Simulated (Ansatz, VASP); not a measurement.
Re: VASP beside Ansatz

```
Re
1.0
    -1.59825    1.59825    1.59825
     1.59825   -1.59825    1.59825
     1.59825    1.59825   -1.59825
Re
1
Cartesian
  0.0000 0.0000 0.0000
```

Alike in both runs: task single point; functional BLYP; k mesh 16 × 16 × 16; occupations fermi-dirac, width 0.1 eV; no spin polarisation.

```csv
,VASP,Ansatz
version,VASP 6.6.1,Ansatz 0.2.0
potentials or method,"VASP PAW PBE potentials, release 64 (Re)","plane waves (420 eV) with PAW, scalar-relativistic"
plane-wave cutoff (eV),520,420
valence electrons in the cell,7,15
```

|  | VASP | Ansatz | Ansatz less VASP |
| --- | --- | --- | --- |
| pressure (GPa) | -9.7 | -11.1 | -1.36 |

The functional is the same, so the differences come from potentials, cutoffs and numerics. The two sets of potentials don't hold the same shells in valence.

Caveats: the PAW data sets were made with another functional, which shifts forces and pressure a little (VASP). The runs have no spin-orbit coupling, so splittings on Re are missing.
